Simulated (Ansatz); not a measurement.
# Ag under changes of volume

One of the cells (18.154 Å³/atom); the others are scaled copies at fixed shape and fractional positions:

```xyz
1
Lattice="-1.6557 1.6557 1.6557 1.6557 -1.6557 1.6557 1.6557 1.6557 -1.6557" Properties=species:S:1:pos:R:3 pbc="T T T"
Ag    0.0000    0.0000    0.0000
```

This isn't the form of Ag at room conditions, which is fcc.

- Program: Ansatz 0.2.0
- Functional: PBE0
- Potentials or basis: Ansatz PAW
- Cutoff: 420 eV (not typed: the program's choice for these potentials)
- k mesh: 6 × 6 × 6
- Occupations: fermi-dirac, width 0.05 eV
- Spin: no spin polarisation

```csv
volume (Å³/atom),energy over the lowest point (meV/atom),pressure (GPa)
17.065,?,?
17.428,3.25,2.4
17.791,0.00,0.4
18.154,0.99,-1.3
18.517,5.66,-2.8
18.880,11.69,-2.9
19.243,19.58,-4.0
```

**Question.** What does the run at 17.065 Å³/atom give?

**Answer.** Energy over the lowest point 11.33 meV/atom; pressure 4.7 GPa.

Worked out: A Birch-Murnaghan fit of order 3 (a polynomial in V^(-2/3)) to the other rows has its minimum at 17.86 Å³/atom with B0 = V·E''(V) = 90 GPa (rough, since the energies scatter). It gives 12.40 meV/atom at 17.065 Å³/atom, against the run's 11.33, and -dE/dV = 5.6 GPa, against 4.7.

Energies are extrapolated to zero smearing.

Caveats: all runs use coarse meshes; the PAW data sets come from PBE, with cores solved anew for the run's functional, which leaves a small shift of forces and pressure; the thresholds are loose for stress.
